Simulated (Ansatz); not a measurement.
The system is MgSe.

```xyz
2
Lattice="0.0000 2.7255 2.7255 2.7255 0.0000 2.7255 2.7255 2.7255 0.0000" Properties=species:S:1:pos:R:3 pbc="T T T"
Se    2.7255    2.7255    2.7255
Mg    0.0000    0.0000    0.0000
```

Base run:

| Quantity | Value |
| --- | --- |
| Program | Ansatz 0.2.0 |
| Functional | HSE06 |
| Potentials or basis | Ansatz PAW |
| Cutoff | 420 eV (not typed: the program's choice for these potentials) |
| k mesh | 6 × 6 × 6 |
| Occupations | fermi-dirac, width 0.05 eV |
| Spin | no spin polarisation |

Its results: band gap on the k mesh 2.68 eV, indirect (least direct gap 3.61 eV); pressure 0.6 GPa.

**Question.** The run is repeated on the same cell with these changes: functional from HSE06 to PBE0. What comes out?

**Answer.** Band gap on the k mesh 3.37 eV, indirect (least direct gap 4.27 eV); pressure 0.6 GPa.

Caveats: the PAW data sets come from PBE, with cores solved anew for the run's functional, which leaves a small shift of forces and pressure; the thresholds are loose for stress.
